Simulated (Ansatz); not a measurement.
Wires are cut from relaxed bulk BN (P6_3mc, not its usual structure, 5.97 Å³/atom, gap on the mesh 5.23 eV); atoms and period are relaxed, and energies count from that bulk.

Theory: Ansatz 0.2.0, DFT PBE, scalar-relativistic, plane waves, PAW.

Cutoff 420 eV, Gaussian smearing of 0.05 eV, energies at zero smearing, symmetry of each start kept, collinear spin where a moment is listed.

```json
{"start": "[001] wire, 14 host atoms a period", "atoms": "14", "k mesh": "1×1×8", "excess energy (eV per host atom)": "0.825", "line energy (eV/Å)": "2.739", "period (Å)": "4.216", "gap on the mesh (eV)": "1.76", "highest filled level or Fermi level under vacuum (eV)": "6.55", "size of the moment (μB per cell)": "0.00"}
{"start": "[001] wire, 30 host atoms a period*", "atoms": "30", "k mesh": "1×1×8", "excess energy (eV per host atom)": "0.350", "line energy (eV/Å)": "2.423", "period (Å)": "4.332", "gap on the mesh (eV)": "2.16", "highest filled level or Fermi level under vacuum (eV)": "-", "size of the moment (μB per cell)": "0.00"}
```

A dash: not computed, or not clear enough to read.

* ends far from its start.

Each run keeps its start's symmetry and one magnetic start, so lower states can exist.

Cost: 2 runs of about 3.1 core-hours in all, on Intel Xeon Processor @ 2.50GHz (Skylake/Cascade Lake) (shared hosts).